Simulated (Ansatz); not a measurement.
Ta:

```xyz
2
Lattice="2.9004 0.0000 0.0000 -1.4502 2.5118 0.0000 0.0000 0.0000 5.1663" Properties=species:S:1:pos:R:3 pbc="T T T"
Ta    0.0000    1.6745    1.2916
Ta    1.4502    0.8373    3.8747
```

This isn't the form of Ta at room conditions, which is bcc.

```yaml
Program: Ansatz 0.2.0
Task: relaxation of cell and atoms
Functional: HSEsol
Potentials_or_basis: Ansatz PAW
Cutoff: "420 eV (not typed: the program's choice for these potentials)"
k_mesh: 6 × 6 × 3
Occupations: fermi-dirac, width 0.05 eV
Spin: no spin polarisation
```

At the start: volume 18.82 Å³/atom.

Task: How do energy, volume and symmetry change on relaxing?

Result: It ends after 5 steps and the volume is 18.07 Å³/atom (-4.0 %); space group P6_3/mmc (No. 194, to 0.05 Å).

Step by step:
```csv
step,energy change (eV),largest force (eV/Å),volume (Å³)
1,0.0000,0.0000,37.64
2,-0.0385,0.0000,36.30
3,-0.0390,0.0000,36.13
4,-0.0390,0.0000,36.14
5,-0.0386,0.0000,36.14
```

Final structure:
```
Ta
1.0
     2.86379    0.00000    0.00000
    -1.43190    2.48012    0.00000
     0.00000    0.00000    5.08830
Ta
2
Direct
  0.33333 0.66667 0.25000
  0.66667 0.33333 0.75000
```

Caveat: the k mesh is coarse (spacing up to 0.42 Å⁻¹), so the values aren't converged, least of all with exact exchange; the plane-wave basis is chosen anew once the cell has moved, so the energies of steps on either side of that aren't comparable; the PAW data sets come from PBE, with cores solved anew for the run's functional, which leaves a small shift of forces and pressure.
